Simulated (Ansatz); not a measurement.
# HfO2: one atom moved over a plane

Aim: for HfO2, map the energy of atom 1 (Hf) over a plane.

Computed with Ansatz 0.2.0 (DFT PBE, scalar-relativistic, plane waves, PAW, unless a step's input says otherwise).

2 further runs of the same task are left out: 2 set aside as unsound or not needed. Runs told in other sessions of the task aren't counted.

## (1) The system as given

Symmetry: P4_2/nmc, No. 137, tetragonal system. The conventional cell has a = 3.604 Å, b = 3.604 Å, c = 5.264 Å, α = 90.00°, β = 90.00°, γ = 90.00°. Hf (site symmetry -4m2) has 4 O at 2.07 Å in its first shell of neighbours. O (site symmetry 2mm) has 2 Hf at 2.07 Å in its first shell of neighbours.

As a file:

```xyz
6
Lattice="3.6043 0.0000 0.0000 0.0000 3.6043 0.0000 0.0000 0.0000 5.2640" Properties=species:S:1:pos:R:3 pbc="T T T"
Hf    1.8022    1.8022    2.6320
Hf    0.0000    0.0000    0.0000
O     0.0000    1.8022    3.6493
O     1.8022    0.0000    4.2467
O     1.8022    0.0000    1.6147
O     0.0000    1.8022    1.0173
```

It goes back to an entry of the Materials Project, which need not be the stable form.

This cell was relaxed beforehand with the same method: volume 11.40 Å³/atom, gap on the mesh 4.67 eV.

## (2) The reference cell

Reference values: F = -33723.0398 eV; pressure 0.02 GPa; largest force 0.000 eV/Å; gap on the mesh 4.67 eV. It was computed beforehand with the settings of the runs below.

## (3) Setting up one atom moved over a plane

Atom 1 (Hf) is moved by p along (0.000, 1.000, 0.000) and q along (0.000, 0.000, 1.000) (Å), all else fixed; its images in the other cells move with it. Points alike by symmetry are run once.

## (4) At p = -0.450, q = -0.450

input.yaml

```yaml
crystal:
  lattice:
    - [3.6043048131, 0.0, 0.0]
    - [0.0, 3.6043048131, 0.0]
    - [0.0, 0.0, 5.2639671549]
  atoms:
    - { symbol: Hf, position: [0.5, 0.3751492942, 0.4145131444] }
    - { symbol: Hf, position: [0.0, 0.0, 0.0] }
    - { symbol: O, position: [0.0, 0.5, 0.6932521152] }
    - { symbol: O, position: [0.5, 0.0, 0.8067478848] }
    - { symbol: O, position: [0.5, 0.0, 0.3067478848] }
    - { symbol: O, position: [0.0, 0.5, 0.1932521152] }
basis:
  ecutwfc: 420
kpoints:
  mp_grid: { grid: [6, 6, 4] }
hamiltonian:
  xc: pbe
scf:
  occupations: { method: gaussian, width: 0.05 }
output:
  forces: true
  stress: true
  eigenvalues: true
```

On the command line:

```console
$ ansatz run input.yaml --threads 2 --pin off --max-ram 5120MiB --backend cpu --events-out ev --progress --plain --runs-dir out
```

The log of the run, cut to the lines that bear on the results:

```text
Warning: RAYON_NUM_THREADS=2 ignored (pool sized by the plan → 2); use --threads N
[...]
Pseudopotentials: kind: paw
Pseudopotential: Hf, paw, valence charge 26, recommended cutoff 420 eV (normal), Hf.paw.azcp
Pseudopotential: O, paw, valence charge 6, recommended cutoff 420 eV (normal), O.paw.azcp
Functional definition: PBE
[...]
Crystal: 6 atoms, lattice volume = 68.384 Å³
Basis set: ecut = 420 eV, 1321 PW (Γ), exchange–correlation on 50×50×72 points (8 copies of the dense FFT grid, shifted against one another)
Bands: 46, of which v1, the nominal top of the filled ones, is band 38 counted from 1 (37 counted from 0)
Symmetry: 2 space group operations
Space group: Pm (ITA 6), of the structure as read, at distance tolerance 4.1e-5 Å
k-points: 56 of 144 (time reversal used)
[...]
SCF iter   1: F=—  HF=-33715.413058 eV  |F-HF|=—  |Δ(HF+E_count)|=         —  Δρ=1.56e-2  dr2=1.64e-1  ethr=1.77e-3  ⟨swp⟩=5.3  Hψ=10171  notcnv=0  defer=5
[...]
SCF iter  10: F=-33715.377732 eV  HF=-33715.377732 eV  |F-HF|=6.69e-9  |Δ(HF+E_count)|=   1.78e-8  Δρ=9.78e-6  dr2=5.54e-8  ethr=1.32e-10  ⟨swp⟩=8.4  Hψ=12339  notcnv=0
[...]
SCF converged after 10 iterations
Free energy (F): -33715.377732 eV
[...]
E sigma→0 (E₀):  -33715.377732 eV
Fermi energy:    17.176097 eV
[...]
--- Forces (eV/Å), atoms counted from 1 ---
  atom   1  Hf     0.00000000    32.76252194    19.89714827
  atom   2  Hf     0.00000000    -0.47939250    -7.09806560
  atom   3  O      0.00000000    -1.10311624    -1.12252684
  atom   4  O      0.00000000     0.62416947     1.70549848
  atom   5  O      0.00000000   -30.99131100   -13.70264304
  atom   6  O      0.00000000    -0.81327764     0.32039430
[...]
--- Stress (GPa, compression-positive) ---
       -0.261221       0.000000       0.000000
        0.000000     111.341673      44.697615
        0.000000      44.697617      15.126717
  P = ⅓ Tr σ = 42.0691 GPa (420.691 kbar)
--- Band table (eV; the first three rows and the last of 56) ---
[...]
```

Run time: 8.2 s. Hardware: 2 threads of Intel Xeon Platinum 8488C (Sapphire Rapids), shared host; peak memory 0.47 GiB.

## (5) p = -0.450, q = 0.000

input.yaml, as its differences from that of step 4:

```diff
@@ -6,3 +6,3 @@
   atoms:
-    - { symbol: Hf, position: [0.5, 0.3751492942, 0.4145131444] }
+    - { symbol: Hf, position: [0.5, 0.3751492942, 0.5] }
     - { symbol: Hf, position: [0.0, 0.0, 0.0] }
```

On the command line:

```console
$ ansatz run input.yaml --threads 2 --pin off --max-ram 5120MiB --backend cpu --events-out ev --progress --plain --runs-dir out
```

The log of the run, cut to the lines that bear on the results:

```text
Warning: RAYON_NUM_THREADS=2 ignored (pool sized by the plan → 2); use --threads N
[...]
Pseudopotentials: kind: paw
Pseudopotential: Hf, paw, valence charge 26, recommended cutoff 420 eV (normal), Hf.paw.azcp
Pseudopotential: O, paw, valence charge 6, recommended cutoff 420 eV (normal), O.paw.azcp
Functional definition: PBE
[...]
Crystal: 6 atoms, lattice volume = 68.384 Å³
Basis set: ecut = 420 eV, 1321 PW (Γ), exchange–correlation on 50×50×72 points (8 copies of the dense FFT grid, shifted against one another)
Bands: 46, of which v1, the nominal top of the filled ones, is band 38 counted from 1 (37 counted from 0)
Symmetry: 2 space group operations
Space group: Pm (ITA 6), of the structure as read, at distance tolerance 4.1e-5 Å
k-points: 56 of 144 (time reversal used)
[...]
SCF iter   1: F=—  HF=-33721.434745 eV  |F-HF|=—  |Δ(HF+E_count)|=         —  Δρ=5.00e-3  dr2=1.92e-2  ethr=1.77e-3  ⟨swp⟩=5.9  Hψ=8563  notcnv=0  defer=7
[...]
SCF iter   9: F=-33721.432782 eV  HF=-33721.432782 eV  |F-HF|=1.13e-8  |Δ(HF+E_count)|=   1.59e-8  Δρ=3.99e-6  dr2=1.02e-8  ethr=1.32e-10  ⟨swp⟩=6.7  Hψ=11744  notcnv=0
[...]
SCF converged after 9 iterations
Free energy (F): -33721.432782 eV
[...]
E sigma→0 (E₀):  -33721.432782 eV
Fermi energy:    16.671230 eV
[...]
--- Forces (eV/Å), atoms counted from 1 ---
  atom   1  Hf     0.00000000     9.81442610     5.64175959
  atom   2  Hf     0.00000000    -0.22013468    -0.68137382
  atom   3  O      0.00000000    -0.86407874    -0.16277586
  atom   4  O      0.00000000     0.17486203     0.69240796
  atom   5  O      0.00000000    -8.35216001    -5.62484029
  atom   6  O      0.00000000    -0.55293585     0.13477594
[...]
--- Stress (GPa, compression-positive) ---
        2.356344       0.000000       0.000000
        0.000000      25.235675      20.717548
        0.000000      20.717548      16.047874
  P = ⅓ Tr σ = 14.5466 GPa (145.466 kbar)
--- Band table (eV; the first three rows and the last of 56) ---
[...]
```

Wall time 6.8 s (2 threads of Intel Xeon Platinum 8488C (Sapphire Rapids), shared host); peak memory 0.44 GiB.

## (6) Point p = -0.450, q = 0.450

input.yaml, as its differences from that of step 5:

```diff
@@ -6,3 +6,3 @@
   atoms:
-    - { symbol: Hf, position: [0.5, 0.3751492942, 0.5] }
+    - { symbol: Hf, position: [0.5, 0.3751492942, 0.5854868556] }
     - { symbol: Hf, position: [0.0, 0.0, 0.0] }
```

On the command line:

```console
$ ansatz run input.yaml --threads 2 --pin off --max-ram 5120MiB --backend cpu --events-out ev --progress --plain --runs-dir out
```

The log of the run, cut to the lines that bear on the results:

```text
[...]
SCF converged after 8 iterations
Free energy (F): -33720.199040 eV
[...]
E sigma→0 (E₀):  -33720.199040 eV
Fermi energy:    17.000747 eV
[...]
--- Forces (eV/Å), atoms counted from 1 ---
  atom   1  Hf     0.00000000     5.27051534   -10.68956056
  atom   2  Hf     0.00000000    -0.60235240     6.07636199
  atom   3  O      0.00000000     0.51653383     2.07507378
  atom   4  O      0.00000000    -4.86511440     3.95246338
  atom   5  O      0.00000000    -0.15951427     0.39789779
  atom   6  O      0.00000000    -0.16011676    -1.81246105
[...]
--- Stress (GPa, compression-positive) ---
       32.164712       0.000000       0.000000
        0.000000      13.769610     -14.360873
        0.000000     -14.360871      16.291514
  P = ⅓ Tr σ = 20.7419 GPa (207.419 kbar)
--- Band table (eV; the first three rows and the last of 56) ---
[...]
```

Wall time 6.3 s (2 threads of Intel Xeon Platinum 8488C (Sapphire Rapids), shared host); peak memory 0.47 GiB.

## (7) p = 0.000, q = -0.450

input.yaml, as its differences from that of step 6:

```diff
@@ -6,3 +6,3 @@
   atoms:
-    - { symbol: Hf, position: [0.5, 0.3751492942, 0.5854868556] }
+    - { symbol: Hf, position: [0.5, 0.5, 0.4145131444] }
     - { symbol: Hf, position: [0.0, 0.0, 0.0] }
```

On the command line:

```console
$ ansatz run input.yaml --threads 2 --pin off --max-ram 5120MiB --backend cpu --events-out ev --progress --plain --runs-dir out
```

The log of the run, cut to the lines that bear on the results:

```text
[...]
SCF converged after 8 iterations
Free energy (F): -33720.878678 eV
[...]
E sigma→0 (E₀):  -33720.878678 eV
Fermi energy:    17.049325 eV
[...]
--- Forces (eV/Å), atoms counted from 1 ---
  atom   1  Hf     0.00000000     0.00000000     8.87414217
  atom   2  Hf     0.00000000     0.00000000    -5.87023024
  atom   3  O      0.00000000     0.00000000    -1.50599551
  atom   4  O      0.00000000     0.00000000     1.61992532
  atom   5  O      0.00000000     0.00000000    -3.13926571
  atom   6  O      0.00000000     0.00000000     0.02164884
[...]
--- Stress (GPa, compression-positive) ---
       -5.499440       0.000000       0.000000
        0.000000      38.353798       0.000000
        0.000000       0.000000       0.534198
  P = ⅓ Tr σ = 11.1295 GPa (111.295 kbar)
--- Band table (eV; the first three rows and the last of 48) ---
[...]
```

It took 7 s on 2 threads of Intel Xeon Platinum 8488C (Sapphire Rapids), shared host; peak memory 0.45 GiB.

## (8) Point p = -0.450, q = -0.225

input.yaml, as its differences from that of step 7:

```diff
@@ -6,3 +6,3 @@
   atoms:
-    - { symbol: Hf, position: [0.5, 0.5, 0.4145131444] }
+    - { symbol: Hf, position: [0.5, 0.3751492942, 0.4572565722] }
     - { symbol: Hf, position: [0.0, 0.0, 0.0] }
```

On the command line:

```console
$ ansatz run input.yaml --threads 2 --pin off --max-ram 5120MiB --backend cpu --events-out ev --progress --plain --runs-dir out
```

The log of the run, cut to the lines that bear on the results:

```text
Warning: RAYON_NUM_THREADS=2 ignored (pool sized by the plan → 2); use --threads N
[...]
Pseudopotentials: kind: paw
Pseudopotential: Hf, paw, valence charge 26, recommended cutoff 420 eV (normal), Hf.paw.azcp
Pseudopotential: O, paw, valence charge 6, recommended cutoff 420 eV (normal), O.paw.azcp
Functional definition: PBE
[...]
Crystal: 6 atoms, lattice volume = 68.384 Å³
Basis set: ecut = 420 eV, 1321 PW (Γ), exchange–correlation on 50×50×72 points (8 copies of the dense FFT grid, shifted against one another)
Bands: 46, of which v1, the nominal top of the filled ones, is band 38 counted from 1 (37 counted from 0)
Symmetry: 2 space group operations
Space group: Pm (ITA 6), of the structure as read, at distance tolerance 4.1e-5 Å
k-points: 56 of 144 (time reversal used)
[...]
SCF iter   1: F=—  HF=-33719.239342 eV  |F-HF|=—  |Δ(HF+E_count)|=         —  Δρ=8.74e-3  dr2=5.52e-2  ethr=1.77e-3  ⟨swp⟩=5.9  Hψ=8814  notcnv=0  defer=17
[...]
SCF iter   9: F=-33719.228629 eV  HF=-33719.228629 eV  |F-HF|=3.57e-9  |Δ(HF+E_count)|=   4.24e-7  Δρ=6.66e-6  dr2=3.22e-8  ethr=1.32e-10  ⟨swp⟩=9.2  Hψ=11482  notcnv=0
[...]
SCF converged after 9 iterations
Free energy (F): -33719.228629 eV
[...]
E sigma→0 (E₀):  -33719.228629 eV
Fermi energy:    16.965551 eV
[...]
--- Forces (eV/Å), atoms counted from 1 ---
  atom   1  Hf     0.00000000    19.02878500    13.78297943
  atom   2  Hf     0.00000000    -0.24725055    -4.09975119
  atom   3  O      0.00000000    -1.11076949    -0.91463661
  atom   4  O      0.00000000     0.62144941     0.89251576
  atom   5  O      0.00000000   -17.56321158   -10.14589187
  atom   6  O      0.00000000    -0.72903333     0.48480066
[...]
--- Stress (GPa, compression-positive) ---
       -2.580142       0.000000       0.000000
        0.000000      59.019922      35.599910
        0.000000      35.599911      17.176496
  P = ⅓ Tr σ = 24.5388 GPa (245.388 kbar)
--- Band table (eV; the first three rows and the last of 56) ---
[...]
```

Wall time 7.7 s (2 threads of Intel Xeon Platinum 8488C (Sapphire Rapids), shared host); peak memory 0.43 GiB.

## (9) Point p = -0.450, q = 0.225

input.yaml, as its differences from that of step 8:

```diff
@@ -6,3 +6,3 @@
   atoms:
-    - { symbol: Hf, position: [0.5, 0.3751492942, 0.4572565722] }
+    - { symbol: Hf, position: [0.5, 0.3751492942, 0.5427434278] }
     - { symbol: Hf, position: [0.0, 0.0, 0.0] }
```

On the command line:

```console
$ ansatz run input.yaml --threads 2 --pin off --max-ram 5120MiB --backend cpu --events-out ev --progress --plain --runs-dir out
```

The log of the run, cut to the lines that bear on the results:

```text
Warning: RAYON_NUM_THREADS=2 ignored (pool sized by the plan → 2); use --threads N
[...]
Pseudopotentials: kind: paw
Pseudopotential: Hf, paw, valence charge 26, recommended cutoff 420 eV (normal), Hf.paw.azcp
Pseudopotential: O, paw, valence charge 6, recommended cutoff 420 eV (normal), O.paw.azcp
Functional definition: PBE
[...]
Crystal: 6 atoms, lattice volume = 68.384 Å³
Basis set: ecut = 420 eV, 1321 PW (Γ), exchange–correlation on 50×50×72 points (8 copies of the dense FFT grid, shifted against one another)
Bands: 46, of which v1, the nominal top of the filled ones, is band 38 counted from 1 (37 counted from 0)
Symmetry: 2 space group operations
Space group: Pm (ITA 6), of the structure as read, at distance tolerance 4.1e-5 Å
k-points: 56 of 144 (time reversal used)
[...]
SCF iter   1: F=—  HF=-33721.742678 eV  |F-HF|=—  |Δ(HF+E_count)|=         —  Δρ=4.20e-3  dr2=1.21e-2  ethr=1.77e-3  ⟨swp⟩=5.9  Hψ=8468  notcnv=0  defer=10
[...]
SCF iter   8: F=-33721.741408 eV  HF=-33721.741408 eV  |F-HF|=6.21e-8  |Δ(HF+E_count)|=   2.23e-7  Δρ=1.35e-5  dr2=9.95e-8  ethr=1.32e-10  ⟨swp⟩=6.1  Hψ=12249  notcnv=0
[...]
SCF converged after 8 iterations
Free energy (F): -33721.741408 eV
[...]
E sigma→0 (E₀):  -33721.741408 eV
Fermi energy:    16.781467 eV
[...]
--- Forces (eV/Å), atoms counted from 1 ---
  atom   1  Hf     0.00000000     5.12720724    -2.85630064
  atom   2  Hf     0.00000000    -0.34929105     2.82078909
  atom   3  O      0.00000000    -0.29653353     1.00475504
  atom   4  O      0.00000000    -1.30615084     1.56965427
  atom   5  O      0.00000000    -2.83385492    -1.83185122
  atom   6  O      0.00000000    -0.34124400    -0.70716593
[...]
--- Stress (GPa, compression-positive) ---
       14.379468       0.000000       0.000000
        0.000000       9.994600       3.754909
        0.000000       3.754909      15.153711
  P = ⅓ Tr σ = 13.1759 GPa (131.759 kbar)
--- Band table (eV; the first three rows and the last of 56) ---
[...]
```

It took 7.6 s on 2 threads of Intel Xeon Platinum 8488C (Sapphire Rapids), shared host; peak memory 0.46 GiB.

## (10) At p = -0.225, q = -0.450

input.yaml, as its differences from that of step 9:

```diff
@@ -6,3 +6,3 @@
   atoms:
-    - { symbol: Hf, position: [0.5, 0.3751492942, 0.5427434278] }
+    - { symbol: Hf, position: [0.5, 0.4375746471, 0.4145131444] }
     - { symbol: Hf, position: [0.0, 0.0, 0.0] }
```

On the command line:

```console
$ ansatz run input.yaml --threads 2 --pin off --max-ram 5120MiB --backend cpu --events-out ev --progress --plain --runs-dir out
```

The log of the run, cut to the lines that bear on the results:

```text
Warning: RAYON_NUM_THREADS=2 ignored (pool sized by the plan → 2); use --threads N
[...]
Pseudopotentials: kind: paw
Pseudopotential: Hf, paw, valence charge 26, recommended cutoff 420 eV (normal), Hf.paw.azcp
Pseudopotential: O, paw, valence charge 6, recommended cutoff 420 eV (normal), O.paw.azcp
Functional definition: PBE
[...]
Crystal: 6 atoms, lattice volume = 68.384 Å³
Basis set: ecut = 420 eV, 1321 PW (Γ), exchange–correlation on 50×50×72 points (8 copies of the dense FFT grid, shifted against one another)
Bands: 46, of which v1, the nominal top of the filled ones, is band 38 counted from 1 (37 counted from 0)
Symmetry: 2 space group operations
Space group: Pm (ITA 6), of the structure as read, at distance tolerance 4.1e-5 Å
k-points: 56 of 144 (time reversal used)
[...]
SCF iter   1: F=—  HF=-33719.841737 eV  |F-HF|=—  |Δ(HF+E_count)|=         —  Δρ=6.23e-3  dr2=1.98e-2  ethr=1.77e-3  ⟨swp⟩=5.9  Hψ=8806  notcnv=0  defer=11
[...]
SCF iter   8: F=-33719.840840 eV  HF=-33719.840840 eV  |F-HF|=3.38e-8  |Δ(HF+E_count)|=   4.45e-7  Δρ=9.44e-6  dr2=7.49e-8  ethr=1.32e-10  ⟨swp⟩=8.9  Hψ=12243  notcnv=0
[...]
SCF converged after 8 iterations
Free energy (F): -33719.840840 eV
[...]
E sigma→0 (E₀):  -33719.840840 eV
Fermi energy:    17.142761 eV
[...]
--- Forces (eV/Å), atoms counted from 1 ---
  atom   1  Hf     0.00000000    10.24545767    10.93152983
  atom   2  Hf     0.00000000    -0.23794213    -6.20180533
  atom   3  O      0.00000000    -0.50562927    -1.41093451
  atom   4  O      0.00000000     0.44654294     1.63217739
  atom   5  O      0.00000000    -9.71285973    -5.06475720
  atom   6  O      0.00000000    -0.23556173     0.11396461
[...]
--- Stress (GPa, compression-positive) ---
       -4.272648       0.000000       0.000000
        0.000000      55.584454      14.866065
        0.000000      14.866062       2.956868
  P = ⅓ Tr σ = 18.0896 GPa (180.896 kbar)
--- Band table (eV; the first three rows and the last of 56) ---
[...]
```

Wall time 5.2 s (2 threads of Intel Xeon Platinum 8488C (Sapphire Rapids), shared host); peak memory 0.46 GiB.

## (11) Point p = -0.225, q = 0.000

input.yaml, as its differences from that of step 10:

```diff
@@ -6,3 +6,3 @@
   atoms:
-    - { symbol: Hf, position: [0.5, 0.4375746471, 0.4145131444] }
+    - { symbol: Hf, position: [0.5, 0.4375746471, 0.5] }
     - { symbol: Hf, position: [0.0, 0.0, 0.0] }
```

On the command line:

```console
$ ansatz run input.yaml --threads 2 --pin off --max-ram 5120MiB --backend cpu --events-out ev --progress --plain --runs-dir out
```

The log of the run, cut to the lines that bear on the results:

```text
[...]
SCF converged after 8 iterations
Free energy (F): -33722.757618 eV
[...]
E sigma→0 (E₀):  -33722.757618 eV
Fermi energy:    16.713540 eV
[...]
--- Forces (eV/Å), atoms counted from 1 ---
  atom   1  Hf     0.00000000     2.88318651     1.14120382
  atom   2  Hf     0.00000000    -0.10977277    -0.18893810
  atom   3  O      0.00000000    -0.35630456    -0.03934765
  atom   4  O      0.00000000     0.39493701     0.13267330
  atom   5  O      0.00000000    -2.60758019    -1.09416963
  atom   6  O      0.00000000    -0.20443383     0.04859716
[...]
--- Stress (GPa, compression-positive) ---
        0.500292       0.000000       0.000000
        0.000000       6.464237       7.637089
        0.000000       7.637089       2.997227
  P = ⅓ Tr σ = 3.3206 GPa (33.206 kbar)
--- Band table (eV; the first three rows and the last of 56) ---
[...]
```

It took 5.3 s on 2 threads of Intel Xeon Platinum 8488C (Sapphire Rapids), shared host; peak memory 0.46 GiB.

## (12) Point p = -0.225, q = 0.450

input.yaml, as its differences from that of step 11:

```diff
@@ -6,3 +6,3 @@
   atoms:
-    - { symbol: Hf, position: [0.5, 0.4375746471, 0.5] }
+    - { symbol: Hf, position: [0.5, 0.4375746471, 0.5854868556] }
     - { symbol: Hf, position: [0.0, 0.0, 0.0] }
```

On the command line:

```console
$ ansatz run input.yaml --threads 2 --pin off --max-ram 5120MiB --backend cpu --events-out ev --progress --plain --runs-dir out
```

The log of the run, cut to the lines that bear on the results:

```text
[...]
SCF converged after 8 iterations
Free energy (F): -33720.807986 eV
[...]
E sigma→0 (E₀):  -33720.807986 eV
Fermi energy:    17.093501 eV
[...]
--- Forces (eV/Å), atoms counted from 1 ---
  atom   1  Hf     0.00000000     0.93643043    -9.15112000
  atom   2  Hf     0.00000000    -0.31344535     5.90752662
  atom   3  O      0.00000000     0.57631644     2.82158068
  atom   4  O      0.00000000    -1.44525479     0.78267374
  atom   5  O      0.00000000     0.29961722     1.29707997
  atom   6  O      0.00000000    -0.05365344    -1.65802085
[...]
--- Stress (GPa, compression-positive) ---
       36.531600       0.000000       0.000000
        0.000000      -0.463315      -5.589827
        0.000000      -5.589827       3.523929
  P = ⅓ Tr σ = 13.1974 GPa (131.974 kbar)
--- Band table (eV; the first three rows and the last of 56) ---
[...]
```

Wall time 6.4 s (2 threads of Intel Xeon Platinum 8488C (Sapphire Rapids), shared host); peak memory 0.46 GiB.

## (13) Point p = 0.000, q = -0.225

input.yaml, as its differences from that of step 12:

```diff
@@ -6,3 +6,3 @@
   atoms:
-    - { symbol: Hf, position: [0.5, 0.4375746471, 0.5854868556] }
+    - { symbol: Hf, position: [0.5, 0.5, 0.4572565722] }
     - { symbol: Hf, position: [0.0, 0.0, 0.0] }
```

On the command line:

```console
$ ansatz run input.yaml --threads 2 --pin off --max-ram 5120MiB --backend cpu --events-out ev --progress --plain --runs-dir out
```

The log of the run, cut to the lines that bear on the results:

```text
[...]
SCF converged after 8 iterations
Free energy (F): -33722.467353 eV
[...]
E sigma→0 (E₀):  -33722.467353 eV
Fermi energy:    17.006803 eV
[...]
--- Forces (eV/Å), atoms counted from 1 ---
  atom   1  Hf     0.00000000     0.00000000     4.98969172
  atom   2  Hf     0.00000000     0.00000000    -3.06794882
  atom   3  O      0.00000000     0.00000000    -1.10342874
  atom   4  O      0.00000000     0.00000000     0.62455809
  atom   5  O      0.00000000     0.00000000    -1.64503676
  atom   6  O      0.00000000     0.00000000     0.20227293
[...]
--- Stress (GPa, compression-positive) ---
       -6.664113       0.000000       0.000000
        0.000000      15.206216       0.000000
        0.000000       0.000000       0.357173
  P = ⅓ Tr σ = 2.9664 GPa (29.664 kbar)
--- Band table (eV; the first three rows and the last of 48) ---
[...]
```

Run time: 5.2 s. Hardware: 2 threads of Intel Xeon Platinum 8488C (Sapphire Rapids), shared host; peak memory 0.42 GiB.

[end of part 1 of 2]
